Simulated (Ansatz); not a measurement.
Relaxation of TiS2

Theory: Ansatz, DFT PBE+D3(BJ), scalar-relativistic, plane waves, PAW. (420 eV cutoff, 15×15×8 k-mesh, Gaussian smearing of 0.10 eV, no spin polarisation)

What was changed: biaxial strain in the a-b plane, c and atoms relaxed: -4.5 %.

Input:

```yaml
crystal:
  lattice:
    - [3.209321751, 0.0, 0.0]
    - [-1.6046608755, 2.7793541653, 0.0]
    - [0.0, 0.0, 5.6691622883]
  atoms:
    - { symbol: Ti, position: [0.0, 0.0, 0.0] }
    - { symbol: S, position: [0.3333333333, 0.6666666667, 0.2629259827] }
    - { symbol: S, position: [0.6666666667, 0.3333333333, 0.7370740173] }
basis:
  ecutwfc: 420
kpoints:
  mp_grid: { grid: [15, 15, 8] }
hamiltonian:
  xc: pbe
  dispersion: d3bj
scf:
  occupations: { method: gaussian, width: 0.1 }
output:
  forces: true
  stress: true
  eigenvalues: true
relax:
  adjacent_minimum: "off"
  f_tol: 0.008
  max_steps: 40
  cell: { stress_tol: 0.015, fix: [a, b, gamma] }
```

F is the free energy. Steps run on the plane waves of an earlier cell, but the last one, and at times one on the way, on a freshly chosen basis, so a repeated geometry can differ a little in energy. The held parts of the cell keep their stress, so P needn't end at zero.

Steps:

```tsv
step	F − F(1) (eV)	largest force component (eV/Å)	V (Å³/atom)	P (GPa)
1	0.0000	0.034	16.856	5.78
2	-0.0003	0.018	16.755	5.69
3	-0.0004	0.003	16.766	5.75
4	-0.0004	0.000	16.763	5.77
5	-0.0003	0.000	16.763	5.77
```

Relaxed structure:

```xyz
3
Lattice="3.2093 0.0000 0.0000 -1.6047 2.7794 0.0000 0.0000 0.0000 5.6380" Properties=species:S:1:pos:R:3 pbc="T T T"
Ti    0.0000    0.0000    0.0000
S     0.0000    1.8529    1.4916
S     1.6047    0.9265    4.1464
```

The structure is trigonal, space group P-3m1 (No. 164). Conventional cell: a = 3.209 Å, b = 3.209 Å, c = 5.638 Å, α = 90.00°, β = 90.00°, γ = 120.00°. Ti (site symmetry -3m) is surrounded by 6 S at 2.38 Å. S (site symmetry 3m) has 3 Ti at 2.38 Å as nearest neighbours.

The run converged. The run took of the order of 17 core-seconds.